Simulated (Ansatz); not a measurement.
**SnO (Pmn2_1), random displacements**

Method: Ansatz, DFT r2SCAN, scalar-relativistic, plane waves, PAW. Cutoff 500 eV, Γ-centred 8×6×6 k-points, Gaussian smearing of 0.05 eV. No spin polarisation. Energies are free energies at this smearing, counted from the undisturbed cell; pressure is positive in compression.

Reference structure (as given, not relaxed at this level; this form isn't the usual structure):

```yaml
crystal:
  lattice:
    - [3.35500, 0.00000, 0.00000]
    - [0.00000, 5.67410, 0.00000]
    - [0.00000, 0.00000, 4.22197]
  atoms:
    - { symbol: Sn, position: [0.00000, 0.23191, 0.51314] }
    - { symbol: Sn, position: [0.50000, 0.76809, 0.01314] }
    - { symbol: O, position: [0.00000, 0.89125, 0.73686] }
    - { symbol: O, position: [0.50000, 0.10875, 0.23686] }
```

The cell holds layers and no dispersion correction was added, so their binding is poorly described.

After a displacement of all atoms with no net shift and a strain of the cell, the run gives ΔE = 62.4 meV/atom; stress (xx, yy, zz, yz, xz, xy; compression positive) (-0.35, -3.25, 1.49, 2.83, 4.05, 2.61) GPa; gap on the mesh 1.48 eV.

```tsv
atom	Fx (eV/Å)	Fy	Fz
Sn1	0.481	-1.199	0.379
Sn2	-0.050	0.431	-0.312
O3	-0.391	0.143	0.055
O4	-0.040	0.625	-0.122
```

Task: Which displacements (Å, in the unstrained cell) and strain were applied?

Result:
```tsv
atom	ux	uy	uz
Sn1	0.02	0.07	-0.01
Sn2	0.04	0.00	-0.01
O3	-0.01	0.02	-0.05
O4	-0.06	-0.08	0.06
```
Strain (Voigt, engineering shear): (-0.0019, 0.0375, -0.0939, -0.0409, -0.0978, -0.0554).

Cost: 1 run of about 1.6 core-minutes, on Intel Xeon Processor @ 2.50GHz (Skylake/Cascade Lake) (shared hosts).